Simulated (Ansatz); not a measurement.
# Si: experiment and calculation

**What was measured.**

From “Enhanced near-infrared absorber: two-step fabricated structured black silicon and its device application”, 2018, pmc:6179974, for a bulk crystal of Si at 300 K: band gap 1.12 eV (indirect).

How close the calculation comes is told below.

Computed with DFT r2SCAN, scalar-relativistic, plane waves, PAW in Ansatz.

Cutoff 500 eV; k points 10×10×10 on the computed 2-atom cell (Γ-centred); Gaussian smearing, width 0.02 eV; no spin polarisation.

Relaxed structure, symmetry kept:

```
Si
1.0
     0.00000    2.72210    2.72210
     2.72210    0.00000    2.72210
     2.72210    2.72210    0.00000
Si
2
Direct
  0.75000 0.75000 0.75000
  0.50000 0.50000 0.50000
```

```json
{
  "Space group": "Fd-3m (No. 227)",
  "Volume per atom": "136.1 bohr³",
  "Formation energy from the elements' standard states (uncorrected)": "0.000 eV/atom",
  "Generalised Kohn–Sham band gap": "0.77 eV, indirect from Γ to (0.000, 0.419, 0.419)",
  "Löwdin character of the top 1 eV of the valence band": "Si 3p 96 %",
  "Löwdin character of the lowest 1 eV of the conduction band": "Si 3p 57 %, Si 3s 27 %, unprojected 16 %",
  "Electron masses at the edge by Cartesian direction of the standard setting (m_e; degenerate bands sorted by energy; no spin-orbit coupling)": "x: 0.93; y: 0.19; z: 0.19",
  "Hole masses at the edge by Cartesian direction of the standard setting (m_e; degenerate bands sorted by energy; no spin-orbit coupling)": "x: 0.25, 0.25, 0.17; y: 0.25, 0.25, 0.17; z: 0.25, 0.25, 0.17",
  "Bulk modulus": "97 GPa",
  "Its pressure derivative": "4.2",
  "Bader charges (e)": "Si (2 in the cell) 0.00"
}
```

Against the measured band gap of Si, 1.12 eV (indirect; 300 K; the paper above), the calculated 0.77 eV is off by -0.35 eV. Kohn–Sham gaps of semilocal functionals fall short of measured ones as a rule.